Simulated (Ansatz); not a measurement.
# Is this Li₄F stable against decomposition?

All numbers below come from DFT PBE, scalar-relativistic, plane waves, PAW (Ansatz). All cells share a 420 eV cutoff and Γ-centred k meshes spaced at most about 0.3 Å⁻¹ (about 0.25 or finer for metals, 2π included). No spin polarisation.

The zero of energy is the elements' standard structures at the same level (F₂ as a molecule); no fitted shifts are applied.

These are static total energies at zero pressure.

The competitors are the elements and 1 reference phase of this chemical system (from databases or known types: LiF), relaxed at the same level; other known phases may be missing.

The candidate was reached from: PbF4 type (I4/mmm).

```cif
data_structure
_symmetry_space_group_name_H-M 'I4/mmm'
_symmetry_Int_Tables_number 139
_cell_length_a 4.1472
_cell_length_b 4.1472
_cell_length_c 9.1884
_cell_angle_alpha 90.000
_cell_angle_beta 90.000
_cell_angle_gamma 90.000
_cell_volume 158.03
loop_
_atom_site_label
_atom_site_type_symbol
_atom_site_symmetry_multiplicity
_atom_site_Wyckoff_symbol
_atom_site_fract_x
_atom_site_fract_y
_atom_site_fract_z
_atom_site_occupancy
Li1 Li 4 e 0.00000 0.00000 0.21141 1
Li2 Li 4 c 0.00000 0.50000 0.00000 1
F1 F 2 a 0.00000 0.00000 0.00000 1
```

Question: Into what would it decompose?

Answer: Its formation energy is -1.057 eV/atom. The lowest competing mixture at this composition is this:

| phase | space group | source | share of atoms | ΔE_f (eV/atom) |
| --- | --- | --- | --- | --- |
| Li | - | element | 0.6000 | -0.0036 |
| LiF | P6_3mc (No. 186) | Materials Project | 0.4000 | -2.953 |

The lowest database cell of Li (-0.0036) lies slightly below the reference, hence the non-zero entry.

The mixture lies at -1.183 eV/atom, and the candidate lies 126 meV/atom above it. The candidate matches no cell in the subsets of the Crystallography Open Database and the Materials Project at hand. It is metastable at best. Whether it is a true minimum wasn't tested by phonons.
